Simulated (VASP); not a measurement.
Set up this calculation in VASP 6.6.1, as the native input.

```yaml
Task: single point
Functional: r2SCAN
Potentials_or_basis: VASP PAW PBE potentials, release 64 (Au)
Cutoff: 520 eV
k_mesh: 24 × 24 × 24
Occupations: gaussian, width 0.1 eV
Spin: no spin polarisation
Dipole_correction: no
Further_INCAR_settings: ALGO = Normal; EDIFF = 1e-06; NBANDS = 12
```

The system is Au.

```
CELL_PARAMETERS angstrom
-1.74272 1.74272 1.45638
1.74272 -1.74272 1.45638
1.74272 1.74272 -1.45638
ATOMIC_POSITIONS crystal
Au 0.00000 0.00000 0.00000
```

The cell was built by a generator and needn't be a form met in nature.

One way to write it, as run:

POSCAR

```
Au
1.0
   -1.7427168069      1.7427168069      1.4563786894
    1.7427168069     -1.7427168069      1.4563786894
    1.7427168069      1.7427168069     -1.4563786894
Au
1
Direct
    0.0000000000      0.0000000000      0.0000000000
```

INCAR.step1

```
PREC = Accurate ; ENCUT = 520
ISMEAR = 0 ; SIGMA = 0.1
LREAL = False ; LASPH = True
NELM = 100 ; NBANDS = 12
GGA = PE ; ALGO = Normal
EDIFF = 1E-4 ; LWAVE = True
LCHARG = False
```

INCAR.step2

```
PREC = Accurate ; ENCUT = 520
EDIFF = 1E-6 ; ISMEAR = 0
SIGMA = 0.1 ; LREAL = False
LASPH = True ; NELM = 100
ALGO = Normal ; ISIF = 2
LWAVE = False ; LCHARG = False
METAGGA = R2SCAN ; LMIXTAU = True
NBANDS = 12 ; ISTART = 1
```

KPOINTS

```
regular mesh
0
Gamma
  24 24 24
```

Potentials or basis: VASP PAW PBE potentials, release 64 (Au).

The run is started by

```sh
$ cat potpaw_PBE.64/Au/POTCAR > POTCAR
$ cp INCAR.step1 INCAR
$ mpirun -np 1 vasp_std > vasp.out
$ cp INCAR.step2 INCAR
$ mpirun -np 1 vasp_std > vasp.out
```

It gave:

```yaml
Pressure: 0.3 GPa
Band_gap_on_the_k_mesh: none (metal or under the smearing width)
```

Caveat: the PAW data sets were made with another functional, which shifts forces and pressure a little.

Run time: 3.5 min on 1 thread of Intel(R) Xeon(R) 6975P-C (Granite Rapids) (shared host), peak memory 0.33 GiB.
